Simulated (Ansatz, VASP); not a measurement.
# In3O: VASP beside Ansatz

INCAR

```
SYSTEM = In3O
PREC = Accurate ; ENCUT = 520
EDIFF = 1E-7 ; ISMEAR = 0
SIGMA = 0.1 ; LREAL = .False.
LASPH = .True. ; NELM = 80
ALGO = Normal ; ISIF = 2
LWAVE = .False. ; LCHARG = .True.
GGA = PE ; LELF = .True.
LVHAR = .True. ; NBANDS = 30
```

Contents of KPOINTS:

```
regular mesh
0
Gamma
  6 6 4
  0 0 0
```

Contents of POSCAR:

```
In3O
1.0
    4.0835605800      0.0000000000      0.0000000000
   -2.0417802900      3.5364672000      0.0000000000
    0.0000000000      0.0000000000      6.5906339200
In O
3 1
Direct
    0.3333333300      0.6666666700      0.0000000000
    0.6666666700      0.3333333300      0.0000000000
    0.0000000000      0.0000000000      0.5000000000
    0.0000000000      0.0000000000      0.0000000000
```

Input for Ansatz:

```yaml
crystal:
  lattice:
    - [4.08356058, 0.0, 0.0]
    - [-2.04178029, 3.5364672, 0.0]
    - [0.0, 0.0, 6.59063392]
  atoms:
    - { symbol: In, position: [0.33333333, 0.66666667, 0.0] }
    - { symbol: In, position: [0.66666667, 0.33333333, 0.0] }
    - { symbol: In, position: [0.0, 0.0, 0.5] }
    - { symbol: O, position: [0.0, 0.0, 0.0] }
basis:
  ecutwfc: 420
kpoints:
  mp_grid: { grid: [6, 6, 4] }
hamiltonian:
  xc: pbe
scf:
  occupations: { method: gaussian, width: 0.1 }
  lower_state_search: "off"
output:
  forces: true
  stress: true
  eigenvalues: true
```

Alike in both runs: task single point; functional PBE; k mesh 6 × 6 × 4; occupations gaussian, width 0.1 eV; no spin polarisation.

|  | VASP | Ansatz |
| --- | --- | --- |
| version | VASP 6.6.1 | Ansatz 0.2.0 |
| potentials or method | VASP PAW PBE potentials, release 64 (In_d, O) | scalar-relativistic, plane waves, PAW |
| plane-wave cutoff (eV) | 520 | 420 |
| valence electrons in the cell | 45 | 45 |

Ansatz gave:

```
gap on the k mesh at the Fermi level (eV)       : none
pressure (GPa)                                  : 25.0
largest component of the traceless stress (GPa) : 28.79
```

**Question.** What did VASP give for the same quantities?

**Answer.** gap on the k mesh at the Fermi level (eV): none; pressure (GPa): 25.1; largest component of the traceless stress (GPa): 28.95.

A gap of «none» marks a metal or a gap that the smearing closes.

Caveats: so large a pressure means that the cell lies far from this level's equilibrium, or that cutoff or potentials fall short (VASP); an odd number of electrons without spin polarisation forces a metal; a magnetic or distorted state may lie lower.
